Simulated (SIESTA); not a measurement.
Crystal: Pb.

```
Pb
1.0
     0.00000    2.47502    2.47502
     2.47502    0.00000    2.47502
     2.47502    2.47502    0.00000
Pb
1
Direct
  0.00000 0.00000 0.00000
```

Base run:

| Property | Result |
| --- | --- |
| Program | SIESTA 5.4.2 |
| Functional | vdW-DF-cx |
| Potentials or basis | PseudoDojo 0.4 standard (PBE files) |
| Basis | DZP (energy shift 0.002 Ry) |
| Grid cutoff | 500 Ry |
| Energy shift | 0.002 Ry |
| k mesh | 9 × 9 × 9 |
| Occupations | fermi-dirac, width 0.05 eV |
| Spin | no spin polarisation |

Its results: band gap on the k mesh none (metal or under the smearing width); pressure 0.3 GPa.

Task: After a change of settings the same cell gave: band gap on the k mesh none (metal or under the smearing width); pressure 6.4 GPa. Which change was it?
A. functional from vdW-DF-cx to LDA; potentials or basis from PseudoDojo 0.4 standard (PBE files) to PseudoDojo 0.4 standard (LDA files)
B. functional from vdW-DF-cx to BLYP
C. functional from vdW-DF-cx to PBEsol; potentials or basis from PseudoDojo 0.4 standard (PBE files) to PseudoDojo 0.4 standard (PBEsol files)

Result: B.

Caveats: semicore shells carry a single zeta, which can move pressures by several GPa and volumes by a few percent; the potentials were made for another functional, which shifts forces and pressure; spin-orbit coupling is left out, which moves the levels of the heavy elements; the basis of atomic orbitals isn't converged, which shifts pressures, moduli and gaps.

Runs at the PBE level aren't shown here.
